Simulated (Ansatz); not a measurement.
Runs of Ansatz 0.2.0 on MnAs. It takes space group P6_3/mmc (No. 194, hexagonal). Conventional cell: a = 3.710 Å, b = 3.710 Å, c = 5.691 Å, α = 90.00°, β = 90.00°, γ = 120.00°. As (site symmetry -6m2) is surrounded by 6 Mn at 2.57 Å. Around Mn (site symmetry -3m) lie 6 As at 2.57 Å and 2 Mn at 2.85 Å. 

```csv
task,level,U,cell,k mesh,smearing,hubbard projectors,double counting,points for each segment of the path,mesh quality,gap on the mesh (eV),pressure (GPa),moment (μB),relaxed volume (Å³/atom)
single point,PBE,-,as given,8 × 8 × 5,gaussian 0.023 eV,-,-,-,not flagged,none,-3.4,6.30,-
relaxation of cell and atoms,PBEsol+U,Mn d U = 5 eV,relaxed,8 × 8 × 5,fermi-dirac 0.05 eV,ortho-atomic (the default),fll (the default),-,not flagged,none,0.0,(a),19.16
band structure,HSEsol,-,as given,4 × 4 × 3,fermi-dirac 0.05 eV,-,-,4,coarse,none,-,7.95,-
single point,PBE,-,as given,8 × 8 × 5,gaussian 0.011 eV,-,-,-,not flagged,none,-3.4,6.30,-
relaxation of cell and atoms,PBE+D3(BJ),-,relaxed,8 × 8 × 5,fermi-dirac 0.05 eV,-,-,-,not flagged,-,0.0,5.20,(b)
```

Alike in all rows: potentials or basis Ansatz PAW; spin collinear, ferromagnetic start; cutoff (eV) 420.

**Question.** Fill in the values left out.

**Answer.** (a) 8.07; (b) 15.09.

Caveats: some runs use coarse meshes; only a ferromagnetic start was run, and an antiferromagnetic order may lie lower in energy; the magnetic or orbital state may not be the lowest (some runs); the plane-wave basis is chosen anew once the cell has moved, so the energies of steps on either side of that aren't comparable (some runs); the PAW data sets come from PBE, with cores solved anew for the run's functional, which leaves a small shift of forces and pressure (some runs); the U is typed as a test and isn't derived for this compound (some runs); the volume moved by -11 % from the deposited cell, more than functionals usually miss (some runs).

A k mesh can miss the band edges, and the runs leave out spin-orbit coupling on As.

A gap of «none» marks a metal or a gap under the smearing width.

Not every run made on this cell is shown here.
